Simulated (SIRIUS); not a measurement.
# CdSe (Fm-3m) in SIRIUS: convergence with radial points in a sphere, part 2 of 2

SIRIUS 7.12.0. Earlier steps stand in the parts before.

## Step 8: Result

| radial points in a sphere | energy less the tightest run, at zero smearing (meV/atom) | SCF cycles | CPU time (s) | peak memory (GiB) |
| --- | --- | --- | --- | --- |
| 200 | -31.38 | 9 | 44 | 0.38 |
| 300 | -6.79 | 8 | 41 | 0.39 |
| 450 | -1.39 | 8 | 45 | 0.4 |
| 700 | -0.23 | 8 | 50 | 0.43 |
| 1000 | -0.05 | 8 | 57 | 0.49 |
| 1500 | 0.00 | 8 | 67 | 0.57 |

Against the tightest run, the energy stays within 1 meV/atom from 700 on. The tightest run that finished is the yardstick and may itself not be fully converged.
